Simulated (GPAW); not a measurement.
Co:

```xyz
2
Lattice="2.4720 0.0000 0.0000 -1.2360 2.1408 0.0000 0.0000 0.0000 4.0211" Properties=species:S:1:pos:R:3 pbc="T T T"
Co    1.2360    0.7136    3.0159
Co    0.0000    1.4272    1.0053
```

Program: GPAW 26.7.0. Alike in all runs: task band structure; spin collinear, ferromagnetic start; cell as given; k mesh 12 × 12 × 7; cutoff (eV) 600; smearing fermi-dirac 0.05 eV.

Problem. Order these runs on this cell by their pressure, lowest first.
A. level BLYP; potentials or basis PAW data sets generated in the run's folder for this functional, pw; eigensolver davidson; band points 80
B. level PBEsol; potentials or basis PAW data sets generated in the run's folder for this functional, pw; band points 80
C. level LDA; potentials or basis the program's PAW data sets (release 1.2.1) made for this functional, pw; band points 60
D. level revPBE; potentials or basis the program's PAW data sets (release 1.2.1) made for this functional, pw; band points 60
E. level RPBE; potentials or basis the program's PAW data sets (release 1.2.1) made for this functional, pw; band points 80

Solution. C (-14.3 GPa), B (-5.3 GPa), D (9.3 GPa), E (11.0 GPa), A (13.9 GPa).

Runs at the PBE level aren't shown here.
